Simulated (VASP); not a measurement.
# SiC (F-43m) in VASP: a series of runs, part 2 of 3

VASP 6.6.1. The steps go on from the part before.

## 3. Band structure, LDA

The input, POSCAR:

```
SiC                                     
1.0
    0.0000000000      2.1892584782      2.1892584782
    2.1892584782      0.0000000000      2.1892584782
    2.1892584782      2.1892584782      0.0000000000
  Si              C             
     1     1
Direct
     0.7500000000000000    0.7500000000000000    0.7500000000000000
     0.0000000000000000    0.0000000000000000    0.0000000000000000
```

The input, INCAR.step1:

```
PREC = Accurate
ENCUT = 450
EDIFF = 1E-6
ISMEAR = 0
SIGMA = 0.02
LREAL = F
LASPH = T
NELM = 120
ALGO = Normal
ISIF = 2
LWAVE = F
LCHARG = T
NBANDS = 11
KPAR = 2
```

The input, KPOINTS.step1:

```
Automatic mesh
0
Gamma
  14 14 14
```

The input, INCAR.step2:

```
PREC = Accurate
ENCUT = 450
EDIFF = 1E-6
ISMEAR = 0
SIGMA = 0.05
LREAL = F
LASPH = T
NELM = 120
ALGO = Normal
ISIF = 2
LWAVE = F
LCHARG = F
NBANDS = 11
KPAR = 2
ICHARG = 11
```

The input, KPOINTS.step2:

```
path GXWKGLUWLK,UX
10
line-mode
reciprocal
 0.0000000000  0.0000000000  0.0000000000  G
 0.5000000000  0.0000000000  0.5000000000  X

 0.5000000000  0.0000000000  0.5000000000  X
 0.5000000000  0.2500000000  0.7500000000  W

 0.5000000000  0.2500000000  0.7500000000  W
 0.3750000000  0.3750000000  0.7500000000  K

 0.3750000000  0.3750000000  0.7500000000  K
 0.0000000000  0.0000000000  0.0000000000  G

 0.0000000000  0.0000000000  0.0000000000  G
 0.5000000000  0.5000000000  0.5000000000  L

 0.5000000000  0.5000000000  0.5000000000  L
 0.6250000000  0.2500000000  0.6250000000  U

 0.6250000000  0.2500000000  0.6250000000  U
 0.5000000000  0.2500000000  0.7500000000  W

 0.5000000000  0.2500000000  0.7500000000  W
 0.5000000000  0.5000000000  0.5000000000  L

 0.5000000000  0.5000000000  0.5000000000  L
 0.3750000000  0.3750000000  0.7500000000  K

 0.6250000000  0.2500000000  0.6250000000  U
 0.5000000000  0.0000000000  0.5000000000  X
```

Potentials or basis: VASP PAW LDA potentials, release 64 (Si, C).

Run with:

```console
> cat potpaw_LDA.64/Si/POTCAR potpaw_LDA.64/C/POTCAR > POTCAR
> cp INCAR.step1 INCAR
> cp KPOINTS.step1 KPOINTS
> mpirun -np 2 vasp_std > vasp.out
> cp INCAR.step2 INCAR
> cp KPOINTS.step2 KPOINTS
> mpirun -np 2 vasp_std > vasp.out
```

OUTCAR:

```text
PREC = Accurate
   ENCUT = 450
   EDIFF = 1E-6
   ISMEAR = 0
   LREAL = F
   LASPH = T
   NELM = 120
   ISIF = 2
   ICHARG = 11

 ion  position               nearest neighbor table
   1  0.750  0.750  0.750-   2 1.90   2 1.90   2 1.90   2 1.90
   2  0.000  0.000  0.000-   1 1.90   1 1.90   1 1.90   1 1.90

  LATTYP: Found a face centered cubic cell.
 ALAT       =     4.3785169564

  Lattice vectors:

 A1 = (   0.0000000000,   2.1892584782,   2.1892584782)
 A2 = (   2.1892584782,   0.0000000000,   2.1892584782)
 A3 = (   2.1892584782,   2.1892584782,   0.0000000000)

Analysis of symmetry for initial positions (statically):
=====================================================================
 Subroutine PRICEL returns:
 Original cell was already a primitive cell.

 Routine SETGRP: Setting up the symmetry group for a
 face centered cubic supercell.

 Subroutine GETGRP returns: Found 24 space group operations
 (whereof 24 operations were pure point group operations)
 out of a pool of 48 trial point group operations.

The static configuration has the point symmetry T_d .

[... 163 lines left out ...]
  band No.  band energies     occupation
      1      -7.3039      2.00000
      2       7.9025      2.00000
      3       7.9025      2.00000
      4       7.9025      2.00000
      5      14.0273      0.00000
      6      14.9989      0.00000
      7      14.9989      0.00000
      8      14.9989      0.00000
      9      22.2819      0.00000
     10      22.2819      0.00000
     11      23.8551      0.00000
[... 309 lines left out ...]
 k-point    24 :       0.4583    0.2917    0.7500
  band No.  band energies     occupation
      1      -2.1117      2.00000
      2       0.8245      2.00000
      3       2.6970      2.00000
      4       3.8594      2.00000
      5      12.5410      0.00000
      6      16.0703      0.00000
      7      17.6866      0.00000
      8      18.6267      0.00000
      9      21.5368      0.00000
     10      24.7901      0.00000
     11      28.7335      0.00000

 [... further k-points ...]

------------------------ aborting loop because EDIFF is reached ----------------------------------------

  FORCE on cell =-STRESS in cart. coord.  units (eV):
  Direction    XX          YY          ZZ          XY          YZ          ZX
  --------------------------------------------------------------------------------------
  -------------------------------------------------------------------------------------
  Total       -1.4530261     -1.4530261     -1.4530261     -0.0000000     -0.0000000     -0.0000000
  in kB     -110.9335429   -110.9335429   -110.9335429     -0.0000000     -0.0000000     -0.0000000
  external PRESSURE =    -110.9335429 kB  Pullay stress =       0.0000000 kB

 VOLUME and BASIS-vectors are now :
 -----------------------------------------------------------------------------
  energy-cutoff  :      450.00
  volume of cell :       20.99
      direct lattice vectors                 reciprocal lattice vectors
     0.000000000  2.189258478  2.189258478    -0.228387833  0.228387833  0.228387833
     2.189258478  0.000000000  2.189258478     0.228387833 -0.228387833  0.228387833
     2.189258478  2.189258478  0.000000000     0.228387833  0.228387833 -0.228387833

 POSITION                                       TOTAL-FORCE (eV/Angst)
 -----------------------------------------------------------------------------------
      3.28389      3.28389      3.28389        -0.000000      0.000000      0.000000
      0.00000      0.00000      0.00000         0.000000     -0.000000     -0.000000
 -----------------------------------------------------------------------------------
    total drift:                                0.000000      0.000000      0.000000

  FREE ENERGIE OF THE ION-ELECTRON SYSTEM (eV)
  ---------------------------------------------------
  free  energy   TOTEN  =       -17.0652272318 eV

  energy  without entropy=      -17.0652272318  energy(sigma->0) =      -17.06522723
```

OUTCAR.step1:

```text
PREC = Accurate
   ENCUT = 450
   EDIFF = 1E-6
   ISMEAR = 0
   LREAL = F
   LASPH = T
[... 557 lines left out ...]
 -----------------------------------------------------------------------------------
      3.28389      3.28389      3.28389        -0.000000     -0.000000     -0.000000
      0.00000      0.00000      0.00000         0.000000      0.000000      0.000000
 -----------------------------------------------------------------------------------
    total drift:                                0.000000      0.000000      0.000000

  FREE ENERGIE OF THE ION-ELECTRON SYSTEM (eV)
  ---------------------------------------------------
  free  energy   TOTEN  =       -16.6303588088 eV

  energy  without entropy=      -16.6303588088  energy(sigma->0) =      -16.63035881
```

OSZICAR.step1:

```text
N       E                     dE             d eps       ncg     rms          rms(c)
DAV:   1     0.171101406441E+00    0.17110E+00   -0.35380E+03  2312   0.576E+02
DAV:   2    -0.180499559301E+02   -0.18221E+02   -0.17353E+02  3044   0.965E+01
DAV:   3    -0.186168903557E+02   -0.56693E+00   -0.56593E+00  2827   0.142E+01
DAV:   4    -0.186193217749E+02   -0.24314E-02   -0.24313E-02  2610   0.120E+00
DAV:   5    -0.186193332335E+02   -0.11459E-04   -0.11459E-04  2799   0.764E-02    0.891E+00
DAV:   6    -0.167155800089E+02    0.19038E+01   -0.71511E+00  2561   0.117E+01    0.392E+00
DAV:   7    -0.166512492499E+02    0.64331E-01   -0.36398E-01  2738   0.350E+00    0.178E+00
DAV:   8    -0.166307799113E+02    0.20469E-01   -0.25923E-02  2675   0.964E-01    0.179E-01
DAV:   9    -0.166303431028E+02    0.43681E-03   -0.20631E-03  2822   0.241E-01    0.972E-02
DAV:  10    -0.166303587059E+02   -0.15603E-04   -0.13373E-04  2588   0.707E-02    0.319E-02
DAV:  11    -0.166303588088E+02   -0.10286E-06   -0.53267E-06  2771   0.133E-02
   1 F= -.16630359E+02 E0= -.16630359E+02  d E =-.231755E-19
```

Wall time 14 s (2 MPI ranks of Intel Xeon Platinum 8488C (Sapphire Rapids), shared host); peak memory 0.12 GiB.

What came out:

```
Band gap on the k mesh  : 1.32 eV, indirect (least direct gap 4.48 eV)
Band gap along the path : 1.32 eV, indirect (least direct gap 4.48 eV)
```

Levels at the corners of the path, in eV from the valence-band top:
```csv
point,band 1,band 2,band 3,band 4,band 5,band 6,band 7,band 8
Γ,-15.21,0.00,0.00,0.00,6.12,7.10,7.10,7.10
X,-10.17,-7.77,-3.17,-3.17,1.32,4.14,13.67,13.67
X,-10.17,-7.77,-3.17,-3.17,1.32,4.14,13.67,13.67
W,-9.93,-7.01,-4.96,-4.66,5.11,9.19,9.25,9.55
W,-9.93,-7.01,-4.96,-4.66,5.11,9.19,9.25,9.55
K,-10.17,-7.25,-5.51,-2.58,3.02,7.57,11.58,12.15
K,-10.17,-7.25,-5.51,-2.58,3.02,7.57,11.58,12.15
Γ,-15.21,0.00,0.00,0.00,6.12,7.10,7.10,7.10
Γ,-15.21,0.00,0.00,0.00,6.12,7.10,7.10,7.10
L,-11.64,-8.48,-1.05,-1.05,5.26,7.07,7.07,9.84
L,-11.64,-8.48,-1.05,-1.05,5.26,7.07,7.07,9.84
U,-10.17,-7.25,-5.51,-2.58,3.02,7.57,11.58,12.15
U,-10.17,-7.25,-5.51,-2.58,3.02,7.57,11.58,12.15
W,-9.93,-7.01,-4.96,-4.66,5.11,9.19,9.25,9.55
W,-9.93,-7.01,-4.96,-4.66,5.11,9.19,9.25,9.55
L,-11.64,-8.48,-1.05,-1.05,5.26,7.07,7.07,9.84
L,-11.64,-8.48,-1.05,-1.05,5.26,7.07,7.07,9.84
K,-10.17,-7.25,-5.51,-2.58,3.02,7.57,11.58,12.15
U,-10.17,-7.25,-5.51,-2.58,3.02,7.57,11.58,12.15
X,-10.17,-7.77,-3.17,-3.17,1.32,4.14,13.67,13.67
```

Caveat: the cutoff is under 1.25 times the usual one of these potentials, so pressure, stress and relaxed cells hold a basis-set (Pulay) error; the log is that of the step along the path at fixed density, whose energy, stress, charges and moments have no meaning.

(Continued in part 3 of 3.)
